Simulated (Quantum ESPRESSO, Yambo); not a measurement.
Planning a run of Quantum ESPRESSO 7.5 on P (puckered monolayer). The input:

```
&control
  calculation = 'nscf'
  prefix = 'x'
  outdir = 'o'
  pseudo_dir = 'pseudo'
/
&system
  ibrav = 0
  nat = 4
  ntyp = 1
  ecutwfc = 36.0
  nbnd = 202
  force_symmorphic = .true.
/
&electrons
  conv_thr = 1e-9
  electron_maxstep = 80
  diago_full_acc = .true.
  diago_thr_init = 5e-6
/
ATOMIC_SPECIES
  P 30.974 P.upf
CELL_PARAMETERS angstrom
  4.6271599610 0.0000000000 0.0000000000
  0.0000000000 3.3043513570 0.0000000000
  0.0000000000 0.0000000000 14.0000000000
ATOMIC_POSITIONS crystal
  P 0.0887696193 0.0000000000 0.5752654040
  P 0.4112303807 0.5000000000 0.5752654040
  P 0.5887696193 0.5000000000 0.4247346300
  P 0.9112303807 0.0000000000 0.4247346300
K_POINTS automatic
  4 6 1 0 0 0
```

```sh
OMP_NUM_THREADS=1 mpirun -n 8 pw.x -nk 4 -in pw.in > pw.out
```

Q: Estimate wall time and host memory on 8 MPI ranks of Arm Neoverse V1, shared host.

It took 21 s; on shared hardware allow 11 s to 42 s. Peak host memory was 0.77 GiB.

[Paths, hosts, dates, memory and timing lines, banners, echoed tables and standing remarks are left out of the program output.]

[Logs are printed without paths, hosts, clocks, repeated set-up lines and the standing remarks that a program may print on its own settings, such as how far it seeks lower states.]

[Runs of the session that timed out or met a known fault of the program may be left out.]

[Hosts, paths, dates, database ids (printed as entryN), source tags and the programs' standing remarks are cut or masked in the printed files.]
